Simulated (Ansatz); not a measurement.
# Calculated field gradients at the nuclei for Zr₃N₄

The cell is a COD entry, its atoms then relaxed with PBE in this cell.

Space group I-43d (No. 220); a = 6.7400 Å.

| site | Wyckoff | site symmetry | x | y | z |
| --- | --- | --- | --- | --- | --- |
| Zr | 12a | -4.. | 0.3750 | 0.0000 | 0.2500 |
| N | 16c | .3. | 0.0687 | 0.0687 | 0.0687 |

One atom of each set is listed; the run and its k-mesh use a cell of 14 atoms with edges of 5.84, 5.84, 5.84 Å.

Computed with Ansatz: DFT, PBEsol, plane waves and PAW, scalar-relativistic, 420 eV cutoff, Γ-centred 6×6×6 k-points, Fermi–Dirac smearing 0.02 eV.

V_zz is the principal component of the electric field gradient with the largest magnitude, η = (V_xx − V_yy)/V_zz and C_Q = eQV_zz/h.

⁹¹Zr: I = 5/2, Q = -176.0 mb; ¹⁴N: I = 1, Q = 20.44 mb. Quadrupole moments are those of Pyykkö's year-2017 table.

(1) Give the quadrupolar parameters of the distinct sites.

## Answers

(1) 

```
site  atoms          first shell  V_zz (10²¹ V/m²)     η  C_Q (MHz)
  Zr      6   8 N at 2.23–2.44 Å              9.97  0.00      -42.4
   N      8  6 Zr at 2.23–2.44 Å              0.55  0.00      0.270
```

An axis of threefold or higher order runs through Zr and N, so V_zz lies along it and η is zero.

Without spin–orbit coupling (the program notes it for Zr) the gradients can shift somewhat, as the gap is small. With a gap of 0.7 eV on this mesh, small gradients can still move by 0.1 × 10²¹ V/m² or more as the k-mesh gets denser.

Hardware: 4 threads of Intel Xeon Platinum 8259CL CPU @ 2.50GHz (Skylake/Cascade Lake) (x86_64; 16 cores open to the job, memory cap 8.0 GiB, no GPU), a shared host with a load of 0.6 a core. Wall time 6.1 s, CPU time 20 s, peak memory 0.65 GiB.
